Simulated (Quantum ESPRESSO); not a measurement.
A calculation with Quantum ESPRESSO 7.5 of AlPt (ASE script, structure from a P1 CIF):

Contents of run.py:

```python
import numpy as np
from ase.calculators.espresso import Espresso, EspressoProfile
from ase.io import read

atoms = read('AlPt.cif')

input_data = {
    'control': {'calculation': 'scf', 'prefix': 'pwscf', 'outdir': './tmp', 'tprnfor': True, 'tstress': True, 'disk_io': 'nowf'},
    'system': {'ecutwfc': 45.0, 'ecutrho': 360.0, 'nbnd': 16, 'occupations': 'smearing', 'smearing': 'fd', 'degauss': 0.00367493},
    'electrons': {'conv_thr': 4e-10, 'electron_maxstep': 120, 'mixing_beta': 0.5},
}
pseudopotentials = {'Al': 'al_pbesol_v1.uspp.F.UPF', 'Pt': 'pt_pbesol_v1.4.uspp.F.UPF'}
profile = EspressoProfile(command='mpirun -n 2 pw.x -nk 2', pseudo_dir='pseudo')
dft = Espresso(profile=profile, input_data=input_data, pseudopotentials=pseudopotentials, kpts=(9, 9, 9), koffset=(0, 0, 0))
atoms.calc = dft

print(f'energy {atoms.get_potential_energy():.8f} eV')
print('forces (eV/A)')
print(np.round(atoms.get_forces(), 6))
print('stress (eV/A^3, Voigt)')
print(np.round(atoms.get_stress(), 8))
print(f'Fermi level {dft.get_fermi_level():.4f} eV')
```

The input AlPt.cif:

```cif
data_AlPt
_cell_length_a 3.09154600
_cell_length_b 3.09154600
_cell_length_c 3.09154600
_cell_angle_alpha 90.00000000
_cell_angle_beta 90.00000000
_cell_angle_gamma 90.00000000
_space_group_name_H-M_alt 'P1'
_space_group_name_Hall 'P 1'
_space_group_IT_number 1
loop_
_space_group_symop_operation_xyz
'x,y,z'
loop_
_atom_site_label
_atom_site_type_symbol
_atom_site_symmetry_multiplicity
_atom_site_Wyckoff_symbol
_atom_site_fract_x
_atom_site_fract_y
_atom_site_fract_z
_atom_site_occupancy
Pt1 Pt 1 a 0.5000000000 0.5000000000 0.5000000000 1
Al1 Al 1 a 0.0000000000 0.0000000000 0.0000000000 1
```

Potentials or basis: GBRV 1.5 PBEsol.

Command:

```bash
$ OMP_NUM_THREADS=1 python run.py
```

Measurements of this composition are mostly on another form, of space group No. 198.

Problem. Write the same calculation in another form: native input, structure typed inline.

Solution. As run:

File pw.in:

```
&CONTROL
  calculation = 'scf'
  prefix = 'pwscf'
  outdir = './tmp'
  pseudo_dir = './pseudo'
  tprnfor = .true.
  tstress = .true.
  disk_io = 'low'
/
&SYSTEM
  ibrav = 0
  nat = 2
  ntyp = 2
  ecutwfc = 45
  ecutrho = 360
  nbnd = 16
  occupations = 'smearing'
  smearing = 'fd'
  degauss = 0.00367493
/
&ELECTRONS
  conv_thr = 4d-10
  electron_maxstep = 120
  mixing_beta = 0.5
/
ATOMIC_SPECIES
Pt   195.0840 pt_pbesol_v1.4.uspp.F.UPF
Al    26.9815 al_pbesol_v1.uspp.F.UPF
CELL_PARAMETERS angstrom
   3.0915460000    0.0000000000    0.0000000000
   0.0000000000    3.0915460000    0.0000000000
   0.0000000000    0.0000000000    3.0915460000
ATOMIC_POSITIONS crystal
Pt     0.5000000000    0.5000000000    0.5000000000
Al     0.0000000000    0.0000000000    0.0000000000
K_POINTS automatic
9 9 9 0 0 0
```

Contents of pp_density.in:

```
&INPUTPP
  prefix = 'pwscf'
  outdir = './tmp'
  filplot = 'density.dat'
  plot_num = 0
/
&PLOT
  nfile = 1
  filepp(1) = 'density.dat'
  iflag = 3
  output_format = 6
  fileout = 'density.cube'
/
```

Contents of pp_potential.in:

```
&INPUTPP
  prefix = 'pwscf'
  outdir = './tmp'
  filplot = 'potential.dat'
  plot_num = 11
/
&PLOT
  nfile = 1
  filepp(1) = 'potential.dat'
  iflag = 3
  output_format = 6
  fileout = 'potential.cube'
/
```

Potentials or basis: GBRV 1.5 PBEsol.

Launch:

```sh
$ OMP_NUM_THREADS=1 mpirun -n 2 pw.x -nk 2 -in pw.in > pw.out
$ OMP_NUM_THREADS=1 mpirun -n 1 pp.x -in pp_density.in > pp_density.out
$ OMP_NUM_THREADS=1 mpirun -n 1 pp.x -in pp_potential.in > pp_potential.out
```

Both were run:

|  | ASE script, structure from a P1 CIF | native input, structure typed inline |
| --- | --- | --- |
| Pressure | -6.2 GPa | -6.2 GPa |
| Band gap on the k mesh | none (metal or under the smearing width) | none (metal or under the smearing width) |

Keys that steer only the numerical path or the files written may differ.
